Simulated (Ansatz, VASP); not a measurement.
## ThCl4 in two plane-wave programs

Aim: how closely do two programs agree when they are given the same cell, functional and k mesh? Of the first pair: The structure shown is the end of the Ansatz relaxation below.

Program: Ansatz 0.2.0. Level of theory: plane waves, with VASP 6.6.1 beside it; single point at PBEsol. Results are calculated unless marked as measured.

### Step 1. Starting point

Symmetry: I4_1/amd, No. 141, tetragonal system. The conventional cell has a = 8.454 Å, b = 8.454 Å, c = 7.522 Å, α = 90.00°, β = 90.00°, γ = 90.00°. Nearest to Th lie 8 Cl at 2.71 to 2.89 Å. Nearest to Cl lie 2 Th at 2.71 to 2.89 Å. Farther neighbours and most contacts between anions are not listed.

### Step 2. Ansatz: relaxation, PBEsol

Ansatz runs on its default PAW (the set named soft_2) files.

This run makes the geometry at which the two programs are then compared.

input.yaml

```yaml
crystal:
  lattice:
    - [-4.2272723227, 4.2272723227, 3.7603253944]
    - [4.2272723227, -4.2272723227, 3.7603253944]
    - [4.2272723227, 4.2272723227, -3.7603253944]
  atoms:
    - { symbol: Th, position: [0.75, 0.25, 0.5] }
    - { symbol: Th, position: [0.0, 0.0, 0.0] }
    - { symbol: Cl, position: [0.2419013605, 0.9274876475, 0.314413713] }
    - { symbol: Cl, position: [0.6774876475, 0.8630739345, 0.185586287] }
    - { symbol: Cl, position: [0.6130739345, 0.9274876475, 0.685586287] }
    - { symbol: Cl, position: [0.6774876475, 0.4919013605, 0.814413713] }
    - { symbol: Cl, position: [0.5080986395, 0.3225123525, 0.185586287] }
    - { symbol: Cl, position: [0.0725123525, 0.7580986395, 0.685586287] }
    - { symbol: Cl, position: [0.1369260655, 0.3225123525, 0.814413713] }
    - { symbol: Cl, position: [0.0725123525, 0.3869260655, 0.314413713] }
kpoints:
  mp_grid: { grid: [4, 4, 4] }
hamiltonian:
  xc: pbesol
scf:
  occupations: { method: fixed }
output:
  forces: true
  stress: true
  eigenvalues: true
relax:
  adjacent_minimum: "off"
  f_tol: 0.001
  max_steps: 60
  cell: { stress_tol: 0.01, fix: [volume] }
```

Launch:

```bash
$ ansatz run input.yaml --threads 16 --pin off --max-ram 61440MiB --backend cuda --events-out ev --progress --plain --runs-dir out
```

Numbers of over 12 decimals in the logs are rounded to 6 here.

What it wrote:

```text
Engine: ansatz 0.2.0, aarch64-unknown-linux-gnu
Pseudopotentials: kind: paw
Pseudopotential: Th, paw, valence charge 12, recommended cutoff 420 eV (normal), Th.paw.azcp
Pseudopotential: Cl, paw, valence charge 7, recommended cutoff 420 eV (normal), Cl.paw.azcp
Functional definition: PBEsol
  exchange = pbesol_x
  correlation = pbesol_c
[...]
Crystal: 10 atoms, lattice volume = 268.786 Å³
Basis set: ecut = 420 eV, 5245 PW (Γ), exchange–correlation on 96×96×96 points (8 copies of the dense FFT grid, shifted against one another)
Bands: 50, of which v1, the nominal top of the filled ones, is band 40 counted from 1 (39 counted from 0)
Symmetry: 16 space group operations
Space group: I41/amd (ITA 141), of the structure as read, at distance tolerance 6.5e-5 Å
k-points: 13 of 64
Non-local potential: Th, projectors of the file, l = 0: 3, l = 1: 2, l = 2: 2, l = 3: 3
Non-local potential: Cl, projectors of the file, l = 0: 2, l = 1: 2, l = 2: 2
PAW form: soft (Blöchl's): semilocal exchange-correlation on the pseudo side does not see the compensation charge
PAW frozen core: Th, regenerated for the run's functional, and the local potential with it (the file was generated under x = pbe(κ = 0.804, μ = 0.219515), c = pbe(β = 0.066725))
PAW frozen core: Cl, regenerated for the run's functional, and the local potential with it (the file was generated under x = pbe(κ = 0.804, μ = 0.219515), c = pbe(β = 0.066725))
PAW one-centre angular grid: Th, 590 points (default); XC on 64 Gauss nodes
PAW one-centre angular grid: Cl, 110 points (default); XC on 64 Gauss nodes
Initial density: superposition of atomic densities (neutral atoms: chi_scale 0, normalization atom), corrected by the library's trained network
Initial wavefunctions: pseudopotential atomic-orbital guess
[...]
Functional: x = pbesol(κ = 0.804, μ = 0.123457), c = pbesol(β = 0.046)
SCF iter   1: F=—  HF=-34620.371699 eV  |F-HF|=—  |Δ(HF+E_count)|=         —  Δρ=5.57e-3  dr2=1.05e-1  ethr=1.77e-3  ⟨swp⟩=4.1  Hψ=2167  notcnv=0  defer=65
preconditioner: auto → Resta (q_TF=auto, 2.229 Å⁻¹)  ε∞=4.7  [insulator: Δε(μ)=3.573 eV  Ē_g=10.324 eV  n_scr=46 (ndim 8)  ℏωp=19.7 eV  f_vac=0.063  ε∞_Penn≈4.7]
SCF iter   2: F=—  HF=-34620.353294 eV  |F-HF|=—  |Δ(HF+E_count)|=   1.84e-2  Δρ=2.22e-3  dr2=8.60e-3  ethr=1.31e-4  ⟨swp⟩=3.0  Hψ=1153  notcnv=0  defer=95
[...]
SCF iter   7: F=-34620.357717 eV  HF=-34620.357717 eV  |F-HF|=1.09e-8  |Δ(HF+E_count)|=   5.06e-7  Δρ=2.11e-6  dr2=1.41e-8  ethr=1.25e-10  ⟨swp⟩=13.8  Hψ=3404  notcnv=0
SCF 1 converged in 7 iterations: F = -34620.357717 eV  dr2 = 1.41e-8
  greatest PAW one-centre occupation: 0.980 electrons in one spin orbital (limit 2), on the Th atom at site 1 (counted from 0), in its partial waves of l = 0
relax step   1: F+E_penalty+E_count = -34620.35771689 eV  Δ(F+E_penalty+E_count) = +0.000e0 eV  max|allowed force component| = 4.183e-3 eV/Å  Δτ_max = 0.0000 Å  P = -0.152 GPa  Ω = 268.786 Å³  fix = [volume]  reactions: volume -0.152 GPa  (7 SCF iters, dr2 threshold 1.00e-7 eV, accepted)
[...]
relax step   2: F+E_penalty+E_count = -34620.35773816 eV  Δ(F+E_penalty+E_count) = -2.127e-5 eV  max|allowed force component| = 5.394e-4 eV/Å  Δτ_max = 0.0012 Å  P = -0.145 GPa  Ω = 268.786 Å³  energy of the carried Pulay correction = +5.277e-18 eV  fix = [volume]  reactions: volume -0.145 GPa  (5 SCF iters, dr2 threshold 1.09e-9 eV, accepted)
[...]
relax step   3: F+E_penalty+E_count = -34620.35773928 eV  Δ(F+E_penalty+E_count) = -1.118e-6 eV  max|allowed force component| = 5.378e-4 eV/Å  Δτ_max = 0.0000 Å  P = -0.145 GPa  Ω = 268.786 Å³  fix = [volume]  reactions: volume -0.145 GPa  stress off target by 2.66e-4 GPa on what of the cell is left free  SCF on the basis re-selected at this cell (its energy is not comparable with the rows above)  (6 SCF iters)
[...]
SCF converged after 6 iterations
[...]
Harris-Foulkes:  -34620.357739 eV  (|F-HF|=0.00e0)
Internal energy: -34620.357739 eV  (E = F + TS)
E sigma→0 (E₀):  -34620.357739 eV
Fermi energy:    4.119891 eV
--- Per-component energies (eV) ---
  E_band       = -312.981408
  E_kinetic    = 1738.921219
  E_local      = -3157.688504  (includes V_loc(G=0)·N_el)
  E_nonlocal   = 550.366807
  E_hartree    = 977.603909
  E_xc         = -1620.439898
  E_vxc        = -1327.078953  (∫ρ·V_xc dr)
  E_paw        = -28881.141151  (= ΣΔE_a)
  E_vpaw       = -72.710535  (= ΣTr[D̂ρ^β])
  E_aug_tail   = 0.000751  (compensation charges beyond the density's cutoff)
  E_ewald      = -4228.882985
  E_core_change = 0.902114  (= ΣΔE_core)
  E_smearing   = -0.000000  (= −TS)
  E_closure    = 0.000000  (closes the sum)
  Σ components = -34620.357739   (vs F -34620.357739, Δ=0.00e0)
--- Forces (eV/Å), atoms counted from 1 ---
  atom   1  Th     0.00000000    -0.00000000    -0.00000000
  atom   2  Th    -0.00000000     0.00000000     0.00000000
  atom   3  Cl     0.00000000     0.00053776     0.00010049
  atom   4  Cl    -0.00053776    -0.00000000     0.00010049
  atom   5  Cl     0.00000000    -0.00053776     0.00010049
  atom   6  Cl     0.00053776     0.00000000     0.00010049
  atom   7  Cl    -0.00000000    -0.00053776    -0.00010049
  atom   8  Cl    -0.00053776    -0.00000000    -0.00010049
  atom   9  Cl    -0.00000000     0.00053776    -0.00010049
  atom  10  Cl     0.00053776     0.00000000    -0.00010049
  max |Σ_I F_I| component: 2.06e-18 eV/Å
--- Stress (GPa, compression-positive) ---
       -0.144767       0.000000       0.000000
        0.000000      -0.144767      -0.000000
        0.000000      -0.000000      -0.144368
  P = ⅓ Tr σ = -0.1446 GPa (-1.446 kbar)
--- Band table (eV; the first three rows and the last of 13) ---
  k-point 0: bands = [... 36 lower, 3.6811, 3.7515, 3.7515, 4.1199, 7.8785, 7.8808, 7.9077, 8.1488, ... 6 higher]
  k-point 1: bands = [... 36 lower, 3.3899, 3.5155, 3.6202, 4.0154, 7.8955, 7.9187, 7.9440, 8.0751, ... 6 higher]
  k-point 2: bands = [... 36 lower, 3.1795, 3.1795, 3.7733, 3.7733, 7.9752, 7.9752, 7.9865, 7.9865, ... 6 higher]
  k-point 12: bands = [... 36 lower, 3.3406, 3.3406, 3.8583, 3.8583, 7.8667, 7.8667, 7.9472, 7.9472, ... 6 higher]
--- Relaxed structure (2 steps of the walk, 2 accepted, 1 SCFs on fresh bases) ---
  F+E_penalty+E_count = -34620.35773928 eV   max|allowed force component| = 5.378e-4 eV/Å   (the final SCF, on the basis selected at the relaxed cell)
  cell:  # Å, volume = 268.7855 Å³
    - [-4.226871, 4.226871, 3.761040]
    - [4.226871, -4.226871, 3.761040]
    - [4.226871, 4.226871, -3.761040]
  atoms:
    - { symbol: Th, position: [0.750000, 0.25, 0.500000] }
    - { symbol: Th, position: [0, 0, 0] }
    - { symbol: Cl, position: [0.242110, 0.927599, 0.314512] }
    - { symbol: Cl, position: [0.677599, 0.863087, 0.185488] }
    - { symbol: Cl, position: [0.613087, 0.927599, 0.685488] }
    - { symbol: Cl, position: [0.677599, 0.492110, 0.814512] }
    - { symbol: Cl, position: [0.507890, 0.322401, 0.185488] }
    - { symbol: Cl, position: [0.072401, 0.757890, 0.685488] }
    - { symbol: Cl, position: [0.136913, 0.322401, 0.814512] }
    - { symbol: Cl, position: [0.072401, 0.386913, 0.314512] }
```

### Step 3. VASP: single point, PBEsol, relaxed cell, pair 1

The same cell, functional and mesh now go to VASP, with its own data sets.

Lines of VASP's logs that name or quote its potential files are left out, and so is its time.

INCAR

```
SYSTEM = ThCl4
PREC = Accurate
ENCUT = 500
EDIFF = 1E-06
NELM = 200
ISMEAR = 0
SIGMA = 0.01
LREAL = .FALSE.
ALGO = Normal
GGA = PS
NBANDS = 50
LASPH = .TRUE.
LORBIT = 11
LWAVE = .FALSE.
LCHARG = .FALSE.
ISIF = 2
GGA_COMPAT = .FALSE.
EFERMI = MIDGAP
LMAXMIX = 6
KPAR = 2
```

POSCAR

```
ThCl4
1.0
   -4.2268708741      4.2268708741      3.7610397048
    4.2268708741     -4.2268708741      3.7610397048
    4.2268708741      4.2268708741     -3.7610397048
Th Cl
2 8
Direct
    0.7500000000      0.2500000000      0.5000000000
    0.0000000000      0.0000000000      0.0000000000
    0.2421103763      0.9275988594      0.3145115169
    0.6775988594      0.8630873425      0.1854884831
    0.6130873425      0.9275988594      0.6854884831
    0.6775988594      0.4921103763      0.8145115169
    0.5078896237      0.3224011406      0.1854884831
    0.0724011406      0.7578896237      0.6854884831
    0.1369126575      0.3224011406      0.8145115169
    0.0724011406      0.3869126575      0.3145115169
```

KPOINTS

```
Automatic mesh
0
Gamma
4 4 4
0 0 0
```

Potentials, in the order of the species: Th and Cl (PBE family, release 64).

Launch:

```bash
$ mpirun -np 2 vasp_std
```

What it wrote:

```text
[banner, memory and clock lines left out]
running    2 mpi-ranks, on    1 nodes
 distrk:  each k-point on    1 cores,    2 groups
 distr:  one band on    1 cores,    1 groups

 POSCAR found type information on POSCAR ThCl
 POSCAR found :  2 types and      10 ions
|                                                                             |
|               ----> ADVICE to this user running VASP <----                  |
|                                                                             |
|     You enforced a specific xc type in the INCAR file but a different       |
|     [... a line on the potential file left out ...]
|     I HOPE YOU KNOW WHAT YOU ARE DOING!                                     |
|                                                                             |

 LDA part: xc-table for (Slater+PW92), standard interpolation
 POSCAR, INCAR and KPOINTS ok, starting setup
 FFT: planning ... GRIDC
 FFT: planning ... GRID_SOFT
 FFT: planning ... GRID
 WAVECAR not read
 entering main loop
       N       E                     dE             d eps       ncg     rms          rms(c)
DAV:   1     0.803764789206E+03    0.80376E+03   -0.33466E+04  1300   0.139E+03
DAV:   2     0.692206586933E+02   -0.73454E+03   -0.71136E+03  1894   0.306E+02
DAV:   3    -0.525880682183E+02   -0.12181E+03   -0.12103E+03  1730   0.126E+02
DAV:   4    -0.566386306945E+02   -0.40506E+01   -0.40349E+01  1760   0.268E+01
DAV:   5    -0.568944997940E+02   -0.25587E+00   -0.25576E+00  2376   0.568E+00    0.499E+01
DAV:   6    -0.538197549187E+02    0.30747E+01   -0.81262E+00  1770   0.122E+01    0.375E+01
DAV:   7    -0.543676528441E+02   -0.54790E+00   -0.11814E+01  2032   0.129E+01    0.112E+01
DAV:   8    -0.539330502958E+02    0.43460E+00   -0.78465E+00  1810   0.131E+01    0.358E+00
DAV:   9    -0.538352459235E+02    0.97804E-01   -0.87878E-01  1720   0.426E+00    0.418E+00
DAV:  10    -0.538323238288E+02    0.29221E-02   -0.53762E-02  1984   0.113E+00    0.221E+00
DAV:  11    -0.538322601852E+02    0.63644E-04   -0.60715E-03  1816   0.313E-01    0.560E-01
DAV:  12    -0.538322051589E+02    0.55026E-04   -0.40470E-04  2032   0.840E-02    0.644E-01
DAV:  13    -0.538321611313E+02    0.44028E-04   -0.46268E-04  2064   0.819E-02    0.648E-02
DAV:  14    -0.538321403507E+02    0.20781E-04   -0.23518E-04  2000   0.585E-02    0.849E-02
DAV:  15    -0.538321422546E+02   -0.19039E-05   -0.21524E-05  1960   0.190E-02    0.107E-01
DAV:  16    -0.538321404647E+02    0.17899E-05   -0.17079E-06  1040   0.715E-03    0.690E-02
DAV:  17    -0.538321398446E+02    0.62016E-06   -0.87837E-06  1728   0.954E-03
   1 F= -.53832140E+02 E0= -.53832140E+02  d E =0.000000E+00
```

From OUTCAR (step 3):

```text
ion  position               nearest neighbor table
   1  0.750  0.250  0.500-   6 2.71   7 2.71   4 2.71   9 2.71   5 2.89  10 2.89   8 2.89   3 2.89

  LATTYP: Found a body centered tetragonal cell.
 ALAT       =     8.4537417482
 C/A-ratio  =     0.8897929028

 Subroutine GETGRP returns: Found 16 space group operations
 (whereof  8 operations were pure point group operations)

The static configuration has the point symmetry D_2d.
 The point group associated with its full space group is D_4h.

 Found     13 irreducible k-points:

   k-points           NKPTS =     13   k-points in BZ     NKDIM =     13   number of bands    NBANDS=     50

   dimension x,y,z NGX =    54 NGY =   54 NGZ =   54
   dimension x,y,z NGXF=   108 NGYF=  108 NGZF=  108

   ENCUT  =  500.0 eV  36.75 Ry    6.06 a.u.  12.88 12.88 12.88*2*pi/ulx,y,z

   NELECT =      80.0000    total number of electrons

 k-points in reciprocal lattice and weights: Automatic mesh
   0.00000000  0.00000000  0.00000000       0.016
   0.25000000  0.00000000  0.00000000       0.125
   0.50000000  0.00000000  0.00000000       0.062
   0.25000000  0.25000000  0.00000000       0.125
   0.50000000  0.25000000  0.00000000       0.250
  -0.25000000  0.25000000  0.00000000       0.062
   0.50000000  0.50000000  0.00000000       0.031
   0.25000000  0.25000000  0.25000000       0.031
  -0.25000000  0.25000000  0.25000000       0.062
   0.50000000  0.50000000  0.25000000       0.062
  -0.25000000  0.50000000  0.25000000       0.125
  -0.25000000 -0.25000000  0.25000000       0.031
   0.50000000  0.50000000  0.50000000       0.016

 average (electrostatic) potential at core
       1 -62.3268       2 -62.3268       3 -92.6253       4 -92.6253       5 -92.6253
       6 -92.6253       7 -92.6253       8 -92.6253       9 -92.6253      10 -92.6253

 E-fermi :   3.2413

 k-point     1 :       0.0000    0.0000    0.0000
  band No.  band energies     occupation
    ...
     36       0.5476      2.00000
     37       0.8879      2.00000
     38       0.9624      2.00000
     39       0.9624      2.00000
     40       1.3281      2.00000
     41       5.1691      0.00000
     42       5.1920      0.00000
     43       5.2209      0.00000
     44       5.4328      0.00000
     45       5.4328      0.00000
    ...

 k-point     2 :       0.2500    0.0000    0.0000
  band No.  band energies     occupation
    ...
     36       0.6098      2.00000
     37       0.7156      2.00000
     38       0.8371      2.00000
     39       0.9400      2.00000
     40       1.0476      2.00000
     41       5.1973      0.00000
     42       5.2051      0.00000
     43       5.2132      0.00000
     44       5.3307      0.00000
     45       5.4069      0.00000
    ...

 k-point     3 :       0.5000    0.0000    0.0000
  band No.  band energies     occupation
    ...
     36       0.6894      2.00000
     37       0.6982      2.00000
     38       0.7393      2.00000
     39       0.7553      2.00000
     40       0.9000      2.00000
     41       5.1911      0.00000
     42       5.1976      0.00000
     43       5.2250      0.00000
     44       5.2854      0.00000
     45       5.3832      0.00000
    ...

  Total       -0.2365839     -0.2365839     -0.2667855      0.0000000     -0.0000000      0.0000000
  in kB       -1.4102301     -1.4102301     -1.5902555      0.0000000     -0.0000000      0.0000000
  external PRESSURE =      -1.4702385 kB  Pullay stress =       0.0000000 kB

  energy-cutoff  :      500.00
  volume of cell :      268.79
      direct lattice vectors                 reciprocal lattice vectors
    -4.226870874  4.226870874  3.761039705     0.000000000  0.118290815  0.132941963
     4.226870874 -4.226870874  3.761039705     0.118290815  0.000000000  0.132941963
     4.226870874  4.226870874 -3.761039705     0.118290815  0.118290815  0.000000000

 POSITION                                       TOTAL-FORCE (eV/Angst)
 -----------------------------------------------------------------------------------
      0.00000      4.22687      1.88052        -0.000000      0.000000     -0.000000
      0.00000      0.00000      0.00000        -0.000000      0.000000      0.000000
      4.22687     -1.56807      3.21643        -0.000000      0.009386     -0.006925
      1.56807     -0.00000      5.09695        -0.009386      0.000000     -0.006925
      4.22687      1.56807      3.21643        -0.000000     -0.009386     -0.006925
      2.65880      4.22687      1.33591         0.009386      0.000000     -0.006925
     -0.00000      1.56807      2.42513        -0.000000     -0.009386      0.006925
      5.79494      0.00000      0.54461        -0.009386      0.000000      0.006925
      4.22687      2.65880     -1.33591        -0.000000      0.009386      0.006925
      2.65880      0.00000      0.54461         0.009386     -0.000000      0.006925
 -----------------------------------------------------------------------------------
    total drift:                                0.000000      0.000000     -0.000000

  FREE ENERGIE OF THE ION-ELECTRON SYSTEM (eV)
  ---------------------------------------------------
  free  energy   TOTEN  =       -53.8321398446 eV

  energy  without entropy=      -53.8321398446  energy(sigma->0) =      -53.83213984

 total charge
# of ion       s       p       d       f       tot
--------------------------------------------------
    1        2.102   5.866   0.801   0.463   9.232
    2        2.102   5.866   0.801   0.463   9.232
    3        1.593   3.521   0.000   0.000   5.114
    4        1.593   3.521   0.000   0.000   5.114
    5        1.593   3.521   0.000   0.000   5.114
    6        1.593   3.521   0.000   0.000   5.114
    7        1.593   3.521   0.000   0.000   5.114
    8        1.593   3.521   0.000   0.000   5.114
    9        1.593   3.521   0.000   0.000   5.114
   10        1.593   3.521   0.000   0.000   5.114
--------------------------------------------------
tot         16.947  39.897   1.602   0.926  59.373

[... 3 further parts left out ...]
```

The run ends at a pressure of -0.15 GPa, with forces up to 0.012 eV/Å.

### Step 4. Differences

Known differences besides the potentials themselves: fixed occupations in Ansatz, narrow Gaussian smearing in VASP; the cutoff is 420 eV in Ansatz and 500 eV in VASP; Ansatz makes its cores anew for this functional, VASP keeps those of its PBE data sets; Ansatz's pressure holds a Pulay correction, VASP's none. Total energies have different zeros and are not compared.

The two programs side by side:

```csv
quantity,Ansatz,VASP,difference
pressure (GPa),-0.14,-0.15,0.00
gap on the k mesh (eV),3.724,3.826,-0.102
```

At this near-relaxed geometry the largest component of a force difference is 9 meV/Å. A gap on the mesh is an upper bound, since the band edges may lie between its points; neither run holds spin-orbit coupling, which can move the band edges of a compound of Th.

(Continued in part 2 of 2.)

[Lines on the potential files, build, host, timing and source positions are cut from VASP's logs without a mark.]

[Logs are printed without paths, hosts, clocks, repeated set-up lines and the standing remarks that a program may print on its own settings, such as how far it seeks lower states.]

[Hosts, paths, dates, database ids (printed as entryN), source tags and the programs' standing remarks are cut or masked in the printed files.]
